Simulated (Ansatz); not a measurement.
## Al3Cu2: relaxation of cell and atoms with r2SCAN

Al3Cu2:

```
Cu Al
1.0
     4.09195    0.00000    0.00000
    -2.04598    3.54373    0.00000
     0.00000    0.00000    4.99278
Cu Al
2 3
Direct
  0.66667 0.33333 0.16049
  0.33333 0.66667 0.83951
  0.66667 0.33333 0.65007
  0.33333 0.66667 0.34993
  0.00000 0.00000 0.00000
```

The cell comes from a database or a generator and needn't be the stable form of this composition.

```
Program             : Ansatz 0.2.0
Task                : relaxation of cell and atoms
Functional          : r2SCAN
Potentials or basis : Ansatz PAW
Cutoff              : 500 eV (not typed: the program's choice for these potentials)
k mesh              : 8 × 8 × 6
Occupations         : fermi-dirac, width 0.05 eV
Spin                : no spin polarisation
```

```yaml
Relaxed_volume: 14.54 Å³/atom
Relaxed_cell: a = 4.101 Å, b = 4.101 Å, c = 4.993 Å, α = 90.00°, β = 90.00°, γ = 120.00°
Space_group_after_relaxing_to_0.05_Å: P-3m1 (No. 164)
Energy_gained_by_relaxing: 0.1 meV/atom
Ionic_steps: 4
Pressure_after_relaxing: 0.0 GPa
Largest_force_after_relaxing: 0.005 eV/Å
Band_gap_on_the_k_mesh: none (metal or under the smearing width)
```

Forces in eV/Å, atoms in the order of the input:
```
Cu   0.000  0.000 -0.005
Cu   0.000  0.000  0.005
Al   0.000  0.000 -0.001
Al   0.000  0.000  0.001
Al   0.000  0.000  0.000
```

The path:
```tsv
step	energy change (eV)	largest force (eV/Å)	volume (Å³)
1	0.0000	0.0246	72.40
2	-0.0006	0.0126	72.61
3	-0.0007	0.0049	72.71
4	-0.0007	0.0048	72.71
```

Final structure:
```
Cu Al
1.0
     4.10076    0.00000    0.00000
    -2.05038    3.55136    0.00000
     0.00000    0.00000    4.99273
Cu Al
2 3
Cartesian
  2.0504 1.1838 0.7978
  0.0000 2.3676 4.1949
  2.0504 1.1838 3.2425
  0.0000 2.3676 1.7502
  0.0000 0.0000 0.0000
```

Levels at points of the mesh, in eV from the Fermi level:
```tsv
k point	band 20	band 21	band 22	band 23	band 24	band 25	band 26	band 27
(0.00, 0.00, 0.00)	-3.76	-3.74	-0.23	-0.23	1.40	1.40	2.87	3.37
(0.00, 0.00, -0.50)	-4.29	1.23	1.23	1.35	1.35	1.85	2.55	2.55
(0.00, -0.50, 0.00)	-4.20	-3.27	-3.19	-2.73	-0.75	0.10	0.53	3.15
(0.00, -0.50, -0.50)	-4.31	-4.23	-3.62	-1.90	-0.19	0.91	1.11	5.49
```

Run time: 29 s on 2 threads of Intel(R) Xeon(R) Platinum 8259CL CPU @ 2.50GHz (Skylake/Cascade Lake), on a shared host, peak memory 0.65 GiB.

Caveat: the plane-wave basis is chosen anew once the cell has moved, so the energies of steps on either side of that aren't comparable; the PAW data sets come from PBE, with cores solved anew for the run's functional, which leaves a small shift of forces and pressure.
